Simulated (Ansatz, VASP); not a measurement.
# Two plane-wave programs on LiF

The input INCAR:

```
PREC     = Accurate       # precision mode
ENCUT    = 520            # plane-wave cutoff, eV
EDIFF    = 1E-6           # SCF threshold, eV
ISMEAR   = 0              # smearing method
SIGMA    = 0.1            # smearing width, eV
LREAL    = F              # projectors in reciprocal space
LASPH    = T              # aspherical terms in the spheres
NELM     = 60             # most SCF steps
ALGO     = Normal         # electronic algorithm
ISIF     = 2              # what is computed and relaxed
LWAVE    = F              # write WAVECAR
LCHARG   = F              # write CHGCAR
GGA      = PE             # functional
NBANDS   = 30             # bands
```

File KPOINTS:

```
regular mesh
0
Gamma
  4 4 4
```

POSCAR

```
LiF
1.0
    2.1818080721      2.1818080721      0.0000000000
    2.1818080721     -2.1818080721      4.3636161441
    2.1818080721     -2.1818080721     -4.3636161441
Li F
4 4
Direct
    0.5000000000      0.3750000000      0.6250000000
    0.0000000000      0.8750000000      0.6250000000
    0.0000000000      0.3750000000      0.1250000000
    0.5000000000      0.8750000000      0.1250000000
    1.0000000000      0.2500000000      0.7500000000
    0.5000000000      0.7500000000      0.7500000000
    0.5000000000      0.2500000000      0.2500000000
    0.0000000000      0.7500000000      0.2500000000
```

Input for Ansatz:

```yaml
crystal:
  lattice:
    - [2.1818080721, 2.1818080721, 0.0]
    - [2.1818080721, -2.1818080721, 4.3636161441]
    - [2.1818080721, -2.1818080721, -4.3636161441]
  atoms:
    - { symbol: Li, position: [0.5, 0.375, 0.625] }
    - { symbol: Li, position: [0.0, 0.875, 0.625] }
    - { symbol: Li, position: [0.0, 0.375, 0.125] }
    - { symbol: Li, position: [0.5, 0.875, 0.125] }
    - { symbol: F, position: [1.0, 0.25, 0.75] }
    - { symbol: F, position: [0.5, 0.75, 0.75] }
    - { symbol: F, position: [0.5, 0.25, 0.25] }
    - { symbol: F, position: [0.0, 0.75, 0.25] }
basis:
  ecutwfc: 420
kpoints:
  mp_grid: { grid: [4, 4, 4] }
hamiltonian:
  xc: pbe
scf:
  occupations: { method: gaussian, width: 0.1 }
  lower_state_search: "off"
output:
  forces: true
  stress: true
  eigenvalues: true
```

Alike in both runs: task single point; functional PBE; k mesh 4 × 4 × 4; occupations gaussian, width 0.1 eV; no spin polarisation.

|  | VASP | Ansatz |
| --- | --- | --- |
| version | VASP 6.6.1 | Ansatz 0.2.0 |
| potentials or method | VASP PAW PBE potentials, release 64 (Li_sv, F) | scalar-relativistic, plane waves, PAW |
| plane-wave cutoff (eV) | 520 | 420 |
| valence electrons in the cell | 40 | 40 |

```tsv
	VASP	Ansatz	Ansatz less VASP
gap on the k mesh at the Fermi level (eV)	7.64	7.65	+0.010
least direct gap on the mesh (eV)	7.64	7.65	+0.010
```

Caveats: the k mesh is coarse (spacing up to 0.51 Å⁻¹), so the values aren't converged. A k mesh can miss the band edges.
